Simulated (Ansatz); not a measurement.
# Si: the cost of one run

Computed with Ansatz 0.2.0 (DFT r2SCAN, scalar-relativistic, plane waves, PAW, unless a step's input says otherwise).

### 1 The starting structure

The structure is cubic, space group Fd-3m (No. 227). The conventional cell has a = 5.431 Å, b = 5.431 Å, c = 5.431 Å, α = 90.00°, β = 90.00°, γ = 90.00°. Around Si (site symmetry -43m) lie 4 Si at 2.35 Å.

Structure file:

```cif
data_structure
_symmetry_space_group_name_H-M 'Fd-3m:1'
_symmetry_Int_Tables_number 227
_cell_length_a 5.4309
_cell_length_b 5.4309
_cell_length_c 5.4309
_cell_angle_alpha 90.000
_cell_angle_beta 90.000
_cell_angle_gamma 90.000
_cell_volume 160.19
loop_
_atom_site_label
_atom_site_type_symbol
_atom_site_symmetry_multiplicity
_atom_site_Wyckoff_symbol
_atom_site_fract_x
_atom_site_fract_y
_atom_site_fract_z
_atom_site_occupancy
Si1 Si 8 b 0.50000 0.00000 0.00000 1
```

No relaxation comes first: the listed cell is the starting point.

### 2 Zero of energy

The cell is repeated 3 times, 6 atoms in all. Reference values: F = -3834.3932 eV; pressure 0.73 GPa; largest force 0.001 eV/Å; gap on the mesh 0.87 eV. It was computed beforehand with the settings of the runs below.

### 3 The scan: pulling the crystal apart

The cut lies on the cell's a–b face, a (1 1 1) plane of area 12.77 Å², between layers 2.35 Å apart (Si below, Si above); the cell is 9.4 Å thick. Vector c is lengthened by d along the normal with the atoms' Cartesian places fixed: one unrelaxed cut per cell.

### 4 d = 1.00 Å

File input.yaml:

```yaml
crystal:
  lattice:
    - [2.71547, -2.71547, 0.0]
    - [2.71547, 0.0, -2.71547]
    - [6.0082902692, 6.0082902692, 6.0082902692]
  atoms:
    - { symbol: Si, position: [0.6666666667, 0.6666666667, 0.4895865552] }
    - { symbol: Si, position: [1.0, 0.0, 0.1882839795] }
    - { symbol: Si, position: [0.3333333333, 0.3333333333, 0.7908891308] }
    - { symbol: Si, position: [0.6666666667, 0.6666666667, 0.7155634869] }
    - { symbol: Si, position: [1.0, 1.0, 0.4142609113] }
    - { symbol: Si, position: [0.3333333333, 0.3333333333, 0.1129583356] }
basis:
  ecutwfc: 500
kpoints:
  mp_grid: { grid: [8, 8, 3] }
hamiltonian:
  xc: r2scan
scf:
  occupations: { method: gaussian, width: 0.05 }
output:
  forces: true
  stress: true
  eigenvalues: true
```

Launch:

```sh
$ ansatz run input.yaml --threads 2 --pin off --max-ram 5120MiB --backend cpu --events-out ev --progress --plain --runs-dir out
```

Q: Estimate wall time and peak memory on 2 threads of Arm Neoverse V1, shared host.

About 6 s, with a peak of 0.68 GiB.
